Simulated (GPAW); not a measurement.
**GaN in GPAW: convergence with k mesh**

Crystal: GaN.

```xyz
2
Lattice="0.0000 2.1352 2.1352 2.1352 0.0000 2.1352 2.1352 2.1352 0.0000" Properties=species:S:1:pos:R:3 pbc="T T T"
Ga    0.0000    0.0000    0.0000
N     2.1352    2.1352    2.1352
```

Measurements of this composition are mostly on another form, of space group No. 186.

| Property | Result |
| --- | --- |
| Program | GPAW 26.7.0 |
| Task | G0W0 quasiparticle levels |
| Functional | LDA |
| Potentials or basis | the program's PAW data sets (release 1.2.1) made for this functional |
| Cutoff | 550 eV |
| Basis | pw |
| k mesh | 3 × 3 × 3 |
| Occupations | fermi-dirac, width 0.001 eV |
| Spin | no spin polarisation |
| Frequency | ppa |
| Extrapolate | no |
| Qp bands | 1 |
| Response ecut | 80 eV |
| Integrate gamma | sphere |
| Maxiter | 150 |
| Vertex | none |
| All k | no |
| Response bands | 31 |

These are the settings of the first run; the series varies k mesh, with any setting tied to it.

Hardware: 1 thread of Arm Neoverse V2, on a shared host.

Problem. The values tried are 3 × 3 × 3, 4 × 4 × 4, 5 × 5 × 5, 6 × 6 × 6, 7 × 7 × 7, 8 × 8 × 8, 9 × 9 × 9, loosest first. From which on does the energy stay within 1 meV/atom of the tightest run that finished?

Solution. From 8 × 8 × 8 on.

| k mesh | energy less the tightest run, at zero smearing (meV/atom) | gap on the mesh (eV) | quasiparticle gap at the points computed (eV) | SCF cycles | CPU time (s) | peak memory (GiB) |
| --- | --- | --- | --- | --- | --- | --- |
| 3 × 3 × 3 | 277.28 | 2.079 | 3.275 | 10 | 5.3 | 0.23 |
| 4 × 4 × 4 | 79.33 | 0.291 | 1.762 | 10 | 11 | 0.25 |
| 5 × 5 × 5 | 22.81 | 0.914 | 2.364 | 10 | 20 | 0.28 |
| 6 × 6 × 6 | 8.48 | 0.148 | 1.542 | 10 | 39 | 0.32 |
| 7 × 7 × 7 | 2.47 | 0.569 | 1.956 | 10 | 73 | 0.38 |
| 8 × 8 × 8 | 0.64 | 0.208 | 1.622 | 10 | 140 | 0.45 |
| 9 × 9 × 9 | 0.00 | 0.427 | 1.820 | 10 | 240 | 0.55 |

Not settled before the last step: the gap on the mesh (to 0.01 eV), the quasiparticle gap at the points computed (to 0.05 eV). Meshes of other sizes hit other points, so gaps and Fermi surfaces needn't settle smoothly. The tightest run that finished is the yardstick and may itself not be fully converged.

Caveat, for the tightest run too: the quasiparticle gap is taken among the few k points that were corrected; the long-wavelength limit can be off by a per cent or two; an odd mesh through Γ misses points on the zone boundary, where band edges often lie.

A gap of «none» marks a metal or a gap under the smearing width.
